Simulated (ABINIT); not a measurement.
Crystal: AlNi3.

```
Ni Al
1.0
     3.52305    0.00000    0.00000
     0.00000    3.52305    0.00000
     0.00000    0.00000    3.52305
Ni Al
3 1
Cartesian
  1.7615 1.7615 0.0000
  1.7615 0.0000 1.7615
  0.0000 1.7615 1.7615
  0.0000 0.0000 0.0000
```

The cell is a database's computed one.

Base run:

- Program: ABINIT 10.8.3 (patched build)
- Functional: PBE
- Potentials or basis: JTH PAW PBE v2.0
- Cutoff: 1116 eV
- k mesh: 5 × 5 × 5
- Occupations: fermi-dirac, width 0.05 eV
- Spin: collinear spin, ferromagnetic start
- Starting moments: [1.0, 1.0, 1.0, 0.0] μB

Its results: band gap on the k mesh none (metal or under the smearing width); pressure 7.6 GPa; net moment 0.54 μB per cell; site moments Ni +0.21; Al -0.01 μB.

Question: The run is repeated on the same cell with these changes: functional from PBE to PBEsol; k mesh from 5 × 5 × 5 to 3 × 3 × 3. What comes out?

Answer: Band gap on the k mesh none (metal or under the smearing width); pressure 1.2 GPa; net moment 0.35 μB per cell; site moments Ni +0.13; Al -0.00 μB.

Several settings changed at once, so the effect can't be laid on one alone.

Caveats: some runs use coarse meshes; small starting moments can end in a higher magnetic state in this program; the PAW data sets were made with another functional, which shifts forces and pressure a little (some runs).

Not every run made on this cell is shown here.
